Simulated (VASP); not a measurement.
A run of VASP 6.6.1:

INCAR

```
PREC = Accurate
ENCUT = 600
EDIFF = 1E-7
ISMEAR = 1
SIGMA = 0.1
LREAL = False
LASPH = True
NELM = 80
ALGO = Fast
ISIF = 4
LWAVE = False
LCHARG = False
IBRION = 2
NSW = 40
EDIFFG = -0.01
```

Contents of KPOINTS:

```
regular mesh
0
Gamma
  9 9 12
```

POSCAR

```
Zr                                      
1.0
    4.8534851644      0.0000000000     -0.0000000000
   -2.4267425822      4.2032414472      0.0000000000
    0.0000000000      0.0000000000      3.0468883292
  Zr            
     3
Direct
     0.6666666699999979    0.3333333300000021    0.5000000000000000
     0.3333333300000021    0.6666666699999979    0.5000000000000000
     0.0000000000000000    0.0000000000000000    1.0000000000000000
```

Potentials or basis: VASP PAW LDA potentials, release 64 (Zr_sv).

Launch:

```console
$ cat potpaw_LDA.64/Zr_sv/POTCAR > POTCAR
$ mpirun -np 1 vasp_std > vasp.out
```

Hardware: 1 thread of AMD EPYC 9R45 96-Core Processor (Zen 5), on a shared host.

Q: Estimate the wall time of this run.

A: Wall time 2.1 min on 1 thread of AMD EPYC 9R45 96-Core Processor (Zen 5), on a shared host, peak memory 0.21 GiB. Counts: scf iterations 23, k points 84, ion steps 1.
